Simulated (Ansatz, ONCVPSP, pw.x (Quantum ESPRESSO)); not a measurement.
**phosphorus (P): does the ONCV potential hold in the solid?**

```json
{"Element": "phosphorus", "Generator": "ONCVPSP 4.0.1.1 (patched build)", "Type": "optimised norm-conserving Vanderbilt (ONCV)", "Functional": "PBE", "Relativity": "scalar-relativistic", "Frozen core": "[Ne]", "Valence charge": "5", "Reference configuration": "3s2 3p2 (charge +1)", "Partial waves": "3s: rc 1.65 bohr, ncon 4, nbas 7, qcut 5 1/bohr, 1 projector; 3p: rc 1.90 bohr, ncon 5, nbas 9, qcut 5.1 1/bohr, 2 projectors, debl 1.6 Ha; d scattering state at 0.46 Ha: rc 1.65 bohr, ncon 5, nbas 9, qcut 6 1/bohr, local", "Local potential": "the d channel", "Core correction": "Teter function, fcfact 3.5, rcfact 1.15"}
```

Atomic tests: cutoffs needed: 10 Ha and 15 Ha (the cutoffs (Ha) at which the residual kinetic energy of the hardest occupied pseudo-wave falls to 1 and 0.1 mHa per electron); ghost test: no bound ghost flagged; no localised positive-energy state flagged; largest excitation error: +203 meV (all-electron minus pseudo) for 3s1 3p0, out of 4 test configurations.

Crystal test: sc P in pw.x 7.5, no spin, 13³ k-points, Fermi–Dirac smearing 0.01 Ry, cutoffs 50/200 Ry. The reference is all-electron LAPW (Ansatz 0.2.0) with the same functional, mesh and smearing; V0 and B0 come from Birch–Murnaghan fits to the pressures at five volumes. Errors are pseudo minus all-electron; Δ is the rms difference of the E(V) curves that follow from these fits, minima aligned, over ±6 % about the mean V0. Mesh and smearing are coarse, so the numbers serve the comparison and aren't converged zero-temperature values; the lattice is a test structure that the element need not adopt.

All-electron: a0 = 2.447 Å (V0 = 14.66 Å³/atom), B0 = 113.3 GPa.

**Question.** How far does the potential miss the all-electron equation of state?

**Answer.** mean pressure error (GPa): +0.88; a0 (Å): 2.453; a0 error (%): +0.25; B0 error (%): -2.1; Δ (meV/atom): 2.7.

| V (Å³/atom) | P all-electron (GPa) | P pseudo (GPa) |
| --- | --- | --- |
| 13.890 | 7.01 | 8.04 |
| 14.255 | 3.42 | 4.34 |
| 14.621 | 0.27 | 1.13 |
| 14.987 | -2.41 | -1.60 |
| 15.352 | -4.62 | -3.86 |

**Question.** At the middle volume, how do free energy and pressure move when the wave cutoff is lowered (ecutrho kept at four times it)?

**Answer.**

| cutoff (Ry) | shift of F (meV/atom) | shift of P (GPa) |
| --- | --- | --- |
| 22 | +78.7 | -2.00 |
| 30 | +13.6 | -0.21 |
| 40 | +2.5 | -0.13 |

The run at the middle volume (84 k-points, 6 iterations) took about 7.2 s on one core of a shared host (Neoverse-N1, 64 threads, 124 GiB, load 56).
